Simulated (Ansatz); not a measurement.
## Si3N4 at a changed volume — field gradients at the nuclei

The cell is an entry of the Crystallography Open Database (COD), relaxed with PBE at fixed cell and then changed (volume scaled by 1.04, ions relaxed).

Space group P6_3/m (No. 176); a = 7.6949, c = 2.9405 Å, γ = 120.00°.

```csv
site,Wyckoff,site symmetry,x,y,z
Si,6h,m..,0.7696,0.1756,0.2500
N7,6h,m..,0.0315,0.3301,0.2500
N13,2d,-6..,0.3333,0.6667,0.7500
```

One atom of each set is listed.

Method: Kohn–Sham DFT in Ansatz, PBE, plane waves and PAW, scalar-relativistic, 420 eV cutoff, Γ-centred 4×4×10 k-points, Fermi–Dirac smearing 0.02 eV.

Conventions: |V_zz| ≥ |V_yy| ≥ |V_xx|, η = (V_xx − V_yy)/V_zz, C_Q = eQV_zz/h.

N-14: I = 1, Q = 20.44 mb. Quadrupole moments are those of Pyykkö's year-2017 table.

```json
{"site": "Si", "atoms": "6", "first shell": "4 N at 1.75–1.76 Å", "V_xx, V_yy, V_zz (10²¹ V/m²)": "-0.25, -0.70, 0.95", "η": "0.47", "C_Q (MHz)": "–"}
{"site": "N7", "atoms": "6", "first shell": "3 Si at 1.75–1.76 Å", "V_xx, V_yy, V_zz (10²¹ V/m²)": "2.49, 2.80, -5.29", "η": "0.06", "C_Q (MHz)": "-2.62"}
{"site": "N13", "atoms": "2", "first shell": "3 Si at 1.75 Å", "V_xx, V_yy, V_zz (10²¹ V/m²)": "2.63, 2.63, -5.26", "η": "0.00", "C_Q (MHz)": "-2.60"}
```

An axis of threefold or higher order runs through N13, so V_zz lies along it and η is zero. At N7 V_zz stands upright on the plane through its three neighbours (within 3°).

Si has no stable isotope with a ground-state quadrupole moment in the table, so no C_Q is given.
